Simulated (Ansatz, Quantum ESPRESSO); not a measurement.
# Complex bands of BeSe, zinc blende type, lattice constant set to 5.335 Å, part 2 of 2

How good a tunnel barrier is BeSe, zinc blende type, lattice constant set to 5.335 Å?

Quantum ESPRESSO 7.5; plane-wave DFT, PBE, GBRV ultrasoft pseudopotentials; cross-check by Ansatz 0.2.0 with PAW datasets.

So far. Step 2 (Ground state): The run needed 9 iterations to bring the estimated error under 1e-09 Ry.

The structure was built from a prototype and need not be the compound's stable phase.

## 5. Cross-check with Ansatz

A second code with its own PAW datasets, on the same atoms.

Level of this step: plane-wave DFT, PBE, Ansatz PAW (Ansatz 0.2.0).

input.yaml reads:

```yaml
crystal:
  lattice:
    - [3.7724146776, 0.0, 0.0]
    - [0.0, 3.7724146776, 0.0]
    - [0.0, 0.0, 5.335]
  atoms:
    - { symbol: Be, position: [0.0, 0.0, 0.0] }
    - { symbol: Se, position: [0.5, 0.0, 0.25] }
    - { symbol: Be, position: [0.5, 0.5, 0.5] }
    - { symbol: Se, position: [0.0, 0.5, 0.75] }
kpoints:
  mp_grid: { grid: [6, 6, 6] }
hamiltonian:
  xc: pbe
scf:
  occupations: { method: fixed }
  convergence: { dr2_threshold: 1.0e-09 }
output:
  transmission:
    leads: [[0, 0]]
    kpoints: [[0, 0], [0.5, 0], [0.5, 0.5], [0.25, 0]]
    e_range: [-1.92, 4.48]
    de: 0.16
```

Run with:

```sh
ansatz run input.yaml --threads 2 --pin off --max-ram 4096MiB --backend cpu --events-out ev --progress --plain --runs-dir out
```

Wall time 13 s (2 threads of Arm Neoverse V2, shared host); peak memory 0.41 GiB; 25 s of CPU time.

Read from the output:

* free energy: -11126.7492 eV
* gap by band count: 2.842 eV
* symmetry operations: 16
* slowest decay at the grid energy nearest mid-gap: 0.2183 Å⁻¹
* peak of the smallest κ at the zone centre: 0.2218 Å⁻¹
* peak of the smallest κ at (1/2, 0): 0.3138 Å⁻¹
* peak of the smallest κ at (1/4, 0): 0.3119 Å⁻¹
* valence top, on the run's zero: 5.624 eV

K across = (0, 0) in the cell's reciprocal vectors; values within 0.0025 1/Å of each other count once, columns are sorted by size at each energy, a dash where no further value was kept. Table of Im kz of the slowest decaying states by energy, zero at the highest filled level of the SCF mesh:

```
energy (eV)  decay 1 (Å⁻¹)  decay 2 (Å⁻¹)  decay 3 (Å⁻¹)
      -1.92          0.897              -              -
      -1.76          0.883              -              -
      -1.60          0.868              -              -
      -1.44          0.854           1.49              -
      -1.28          0.839           1.47              -
      -1.12          0.824           1.45              -
      -0.96          0.809           1.42              -
      -0.64          0.778           1.37              -
      -0.48          0.762           1.34              -
      -0.32          0.746           1.32              -
      -0.16          0.729           1.29              -
       0.00        0.00195          0.712           1.26
       0.16         0.0943          0.147          0.694
       0.32          0.130          0.201          0.676
       0.48          0.154          0.240          0.657
       0.64          0.173          0.269          0.638
       0.80          0.187          0.292          0.618
       0.96          0.199          0.311          0.597
       1.12          0.207          0.326          0.575
       1.44          0.218          0.348          0.526
       1.60          0.221          0.356          0.500
       1.76          0.222          0.362          0.471
       1.92          0.221          0.366          0.440
       2.08          0.218          0.368          0.405
       2.24          0.214          0.364          0.369
       2.40          0.208          0.317          0.368
       2.56          0.200          0.257          0.366
       2.72          0.172          0.190          0.363
       2.88          0.177          0.358          0.646
       3.04          0.160          0.352          0.599
       3.20          0.139          0.345          0.550
       3.52         0.0644          0.325          0.444
       3.68          0.312          0.386           1.37
       3.84          0.298          0.323           1.35
       4.00          0.247          0.282           1.34
       4.16          0.142          0.262           1.33
       4.32          0.240           1.31           1.49
       4.48         0.0698          0.214           1.30
```

K across = (0, 0) in the cell's reciprocal vectors. The Re kz of states that move upwards by energy, zero at the highest filled level of the SCF mesh:

```
energy (eV)  channel 1 (Å⁻¹)  channel 2 (Å⁻¹)  channel 3 (Å⁻¹)
      -1.92           -0.445            0.370            0.370
      -1.60           -0.389            0.512            0.512
      -1.28           -0.549           -0.549           -0.332
      -0.96           -0.443           -0.443           -0.275
      -0.64           -0.340           -0.340           -0.214
      -0.32           -0.226           -0.226           -0.144
      -0.16           -0.155           -0.155          -0.0994
       0.00                -                -                -
       0.16                -                -                -
       0.48                -                -                -
       0.80                -                -                -
       1.12                -                -                -
       1.44                -                -                -
       1.76                -                -                -
       2.08                -                -                -
       2.40                -                -                -
       2.72                -                -                -
       2.88           0.0980                -                -
       3.20            0.315                -                -
       3.52            0.457                -                -
       3.84            0.124            0.588                -
       4.16           -0.453            0.206                -
       4.48            0.240                -                -
```

K across = (1/2, 0) in the cell's reciprocal vectors; values within 0.0025 1/Å of each other count once, columns are sorted by size at each energy, a dash where no further value was kept. Im kz of the slowest decaying states against energy, zero at the highest filled level of the SCF mesh:

```
energy (eV)  decay 1 (Å⁻¹)  decay 2 (Å⁻¹)  decay 3 (Å⁻¹)
      -1.92          0.857           1.40              -
      -1.76          0.811           1.39              -
      -1.44          0.691           1.35              -
      -1.28          0.603           1.34              -
      -0.96           1.30              -              -
      -0.80          0.102          0.421           1.29
      -0.64          0.151          0.542           1.27
      -0.32          0.211          0.647           1.23
      -0.16          0.232          0.675           1.22
       0.00          0.249          0.696           1.20
       0.32          0.276          0.721           1.16
       0.48          0.286          0.728           1.14
       0.80          0.301          0.736           1.10
       0.96          0.306          0.737           1.08
       1.12          0.310          0.737           1.06
       1.44          0.314          0.731           1.02
       1.60          0.314          0.727           1.00
       1.76          0.313          0.722          0.982
       2.08          0.306          0.708          0.939
       2.24          0.301          0.700          0.916
       2.56          0.286          0.682          0.870
       2.72          0.276          0.671          0.846
       2.88          0.264          0.660          0.822
       3.20          0.232          0.634          0.770
       3.36          0.211          0.620          0.743
       3.52          0.185          0.605          0.714
       3.84          0.101          0.573          0.653
       4.00          0.555          0.619              -
       4.32          0.515          0.542              -
       4.48          0.493          0.496              -
```

K across = (1/2, 1/2) in the cell's reciprocal vectors; values within 0.0025 1/Å of each other count once, columns are sorted by size at each energy, a dash where no further value was kept. The Im kz of the slowest decaying states by energy, zero at the highest filled level of the SCF mesh:

```
energy (eV)  decay 1 (Å⁻¹)  decay 2 (Å⁻¹)
      -1.92          0.234          0.251
      -1.76          0.272          0.285
      -1.60          0.302          0.310
      -1.44          0.327              -
      -1.28          0.343          0.347
      -1.12          0.353          0.363
      -0.96          0.361          0.377
      -0.64          0.371          0.398
      -0.48          0.373          0.406
      -0.32          0.373          0.412
      -0.16          0.372          0.417
       0.00          0.370          0.421
       0.16          0.366          0.423
       0.32          0.362          0.425
       0.48          0.356          0.425
       0.64          0.349          0.424
       0.80          0.342          0.423
       0.96          0.333          0.420
       1.12          0.322          0.417
       1.44          0.298          0.407
       1.60          0.284          0.401
       1.76          0.268          0.394
       1.92          0.250          0.386
       2.08          0.229          0.377
       2.24          0.206          0.367
       2.40          0.178          0.356
       2.56          0.143          0.344
       2.72         0.0951          0.331
       2.88          0.316              -
       3.04          0.300              -
       3.20          0.282              -
       3.52          0.239              -
       3.68          0.213              -
       3.84          0.181              -
       4.00          0.142              -
       4.16         0.0830              -
       4.32              -              -
       4.48              -              -
```

K across = (1/4, 0) in the cell's reciprocal vectors; values within 0.0025 1/Å of each other count once, columns are sorted by size at each energy, a dash where no further value was kept. Im kz of the slowest decaying states against energy, zero at the highest filled level of the SCF mesh:

```
energy (eV)  decay 1 (Å⁻¹)  decay 2 (Å⁻¹)  decay 3 (Å⁻¹)
      -1.92         0.0831         0.0916           1.15
      -1.76          0.111           1.13           1.44
      -1.60          0.119           1.11           1.43
      -1.44          0.118           1.10           1.42
      -1.28          0.106           1.08            1.4
      -1.12         0.0773           1.06           1.38
      -0.96           1.04           1.37              -
      -0.64           1.01           1.34              -
      -0.48         0.0666          0.988           1.32
      -0.32          0.136          0.970           1.31
      -0.16          0.111          0.177          0.951
       0.00          0.206          0.219          0.932
       0.16          0.229          0.283          0.912
       0.32          0.248          0.331          0.893
       0.48          0.263          0.368          0.873
       0.64          0.276          0.399          0.852
       0.80          0.286          0.425          0.832
       0.96          0.295          0.447          0.810
       1.12          0.301          0.466          0.789
       1.44          0.309          0.496          0.744
       1.60          0.311          0.508          0.721
       1.76          0.312          0.518          0.696
       1.92          0.311          0.526          0.671
       2.08          0.309          0.533          0.645
       2.24          0.306          0.539          0.618
       2.40          0.301          0.543          0.589
       2.56          0.294          0.546          0.558
       2.72          0.286          0.525          0.548
       2.88          0.277          0.490          0.548
       3.04          0.265          0.450          0.547
       3.20          0.251          0.406          0.545
       3.52          0.214          0.294          0.535
       3.68          0.188          0.211          0.527
       3.84        0.00678          0.155          0.516
       4.00          0.105          0.503          0.782
       4.16          0.487          0.763          0.944
       4.32          0.467          0.744          0.910
       4.48          0.443          0.727          0.875
```

## 6. By hand

T falls as exp(−2κd). With κ = 0.218 1/Å, 10 Å of barrier pass exp(−2 × 0.218 × 10) = 0.013 of that channel, interfaces aside.

## 7. Summary of results

```json
{
  "gap on the SCF mesh": "2.84 eV",
  "smallest κ at mid-gap among the four k points, at the zone centre": "0.218 Å⁻¹",
  "peak of the smallest κ in the stop band at the zone centre": "0.222 Å⁻¹",
  "peak of the smallest κ in the stop band at (1/2, 0)": "0.314 Å⁻¹",
  "peak of the smallest κ in the stop band at (1/4, 0)": "0.312 Å⁻¹",
  "energy of the peak at the zone centre, over the highest filled level": "1.76 eV",
  "peak at the zone centre by Ansatz": "0.222 Å⁻¹"
}
```

What this shows: With a gap of 2.84 eV on the mesh, the smallest κ at mid-gap among the four k points, at the zone centre is 0.218 Å⁻¹ (PBE, GBRV ultrasoft). For a barrier with the Fermi level at mid-gap the slowest state found, at the zone centre, loses a factor of ten in probability every 5.3 Å or so. Stop bands away from the zone centre are mostly wider than the gap, so their peaks can lie above the conduction bottom. At the zone centre pwcond's peak is 0.222 and Ansatz's 0.222 1/Å, 0 % apart. The cell is the a/√2 one, turned by 45°, with two primitive cells, so X along [001] folds onto kz = 0. A semilocal gap is too small, often by a third to a half and by more in narrow-gap crystals, so real barriers decay faster. Spin-orbit coupling is left out; depending on the atoms that carry the levels of interest, it can split and shift them by tens to hundreds of meV.

[Logs are printed without paths, hosts, clocks, repeated set-up lines and the standing remarks that a program may print on its own settings, such as how far it seeks lower states.]

[Hosts, paths, dates, database ids (printed as entryN), source tags and the programs' standing remarks are cut or masked in the printed files.]

[Maps of the electrostatic potential energy from Ansatz leave out the sawtooth potential of an applied field or a dipole correction, so their vacuum need not be flat; planar profiles and work functions include it.]
